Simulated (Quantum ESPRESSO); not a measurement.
SnTe:

```
Te Sn
1.0
     0.00000    3.15085    3.15085
     3.15085    0.00000    3.15085
     3.15085    3.15085    0.00000
Te Sn
1 1
Direct
  0.50000 0.50000 0.50000
  0.00000 0.00000 0.00000
```

* Program: Quantum ESPRESSO 7.5
* Task: phonons
* Functional: revPBE
* Potentials or basis: GBRV 1.5 PBE
* Cutoff: 925 eV
* Density cutoff: 7401 eV
* k mesh: 4 × 4 × 4, shifted
* Occupations: fermi-dirac, width 0.05 eV
* Spin: no spin polarisation
* Mixing beta: 0.5
* Most SCF iterations: 120
* SCF threshold: 4e-10 Ry

The cell and the atoms were relaxed first, to 33.71 Å³/atom (a = 4.568 Å, b = 4.568 Å, c = 4.568 Å, α = 60.00°, β = 60.00°, γ = 60.00°), and the response was taken there.

The first run showed a gap, so the response started from a second, tighter run with fixed occupations.

Problem. Which optical modes does the crystal have at the zone centre, and which show in infrared and Raman spectra?

Solution. The optical modes are T1u. Infrared active: T1u. None is Raman active.

Optical modes at Γ, degenerate ones joined, polar ones without the macroscopic field:
```csv
cm⁻¹,components,symmetry,active in,"IR intensity, summed ((D/Å)²/amu)"
45i,3,T1u,IR,54.71
```

Zone-centre frequencies without and with the macroscopic field along z (cm⁻¹):
```csv
,optical modes in rising order
without,45i 45i 45i
with the field,45i 45i 100
```

Born effective charge tensors (e):
atom 1, Te
```
-6.96  0.00  0.00
 0.00 -6.96  0.00
 0.00  0.00 -6.96
```
atom 2, Sn
```
6.98 0.00 0.00
0.00 6.98 0.00
0.00 0.00 6.98
```

Electronic dielectric tensor:
```
48.32  0.00  0.00
 0.00 48.32  0.00
 0.00  0.00 48.32
```

Caveat: the mesh is thin for the dielectric tensor, Born charges and intensities, which usually come out too large; the potentials were made for another functional, which shifts forces and pressure; some modes are imaginary.
